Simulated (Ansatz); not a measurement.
## How settings move the G0W0 gap of MgSe (rocksalt)

MgSe (rocksalt), relaxed with r2SCAN; one-shot G0W0 in Ansatz without spin-orbit coupling. The values are computed, spin-unpolarised, and not measurements.

```yaml
crystal:
  lattice:
    - [0.00000, 2.73627, 2.73627]
    - [2.73627, 0.00000, 2.73627]
    - [2.73627, 2.73627, 0.00000]
  atoms:
    - { symbol: Mg, position: [0.00000, 0.00000, 0.00000] }
    - { symbol: Se, position: [0.50000, 0.50000, 0.50000] }
```

Gaps are read over the mesh points alone. G0W0 values are finite-basis, finite-mesh values.

| start | potentials | frequency model | mesh | empty bands | screening cutoff (eV) | Kohn-Sham gap (eV) | G0W0 gap (eV) | rough cost |
| --- | --- | --- | --- | --- | --- | --- | --- | --- |
| PBE | PAW | contour deformation | 4×4×4 | 66 | 80 | 1.77 | 2.74 | 8 core-seconds |
| PBE | PAW | contour deformation | 4×4×4 | 154 | 140 | 1.77 | 2.91 | 23 core-seconds |
| PBE | PAW | contour deformation | 4×4×4 | 283 | 210 | 1.77 | 3.00 | 80 core-seconds |
| HSE06 | PAW | contour deformation | 4×4×4 | 154 | 140 | 2.65 | 3.32 | 70 core-seconds |
| LDA | PAW | contour deformation | 4×4×4 | 154 | 140 | 1.60 | 2.80 | 21 core-seconds |
| r2SCAN | PAW | contour deformation | 4×4×4 | 154 | 140 | 2.45 | 3.23 | 29 core-seconds |
| PBE | PAW | Godby-Needs pole | 4×4×4 | 154 | 140 | 1.77 | 2.88 | 28 core-seconds |
| PBE | PAW | contour deformation | 6×6×6 | 66 | 80 | 1.80 | 2.80 | 40 core-seconds |
| PBE | norm-conserving | contour deformation | 4×4×4 | 154 | 140 | 1.77 | 2.86 | 50 core-seconds |

Over the mesh points the PBE gap of 1.77 eV becomes a quasiparticle gap of 3.00 eV (Γ to X), a change of +1.23 eV. Renormalisation factors Z lie between 0.76 and 0.80.

Raising bands and cutoff together moves the gap by +0.17 eV (80 to 140 eV), then +0.09 eV (140 to 210 eV); the last step is still large, so the basis limit isn't reached. Starting from HSE06 (2.65 eV against PBE's 1.77 eV) gives 3.32 eV, +0.41 eV from G0W0@PBE at the same screening cutoff. Starting from LDA (1.60 eV against PBE's 1.77 eV) gives 2.80 eV, -0.11 eV from G0W0@PBE at the same screening cutoff. Starting from r2SCAN (2.45 eV against PBE's 1.77 eV) gives 3.23 eV, +0.32 eV from G0W0@PBE at the same screening cutoff. The Godby-Needs plasmon pole differs from contour deformation by -0.03 eV. A 6×6×6 mesh in place of 4×4×4 changes the opening over PBE by +0.03 eV (the gap on the mesh by +0.06 eV, the PBE gap by +0.03 eV). Norm-conserving potentials (wave cutoff 1170 eV against 420 eV) shift the quasiparticle gap by -0.05 eV and the PBE gap by 0.00 eV. r2SCAN runs take a wave cutoff of 500 eV.
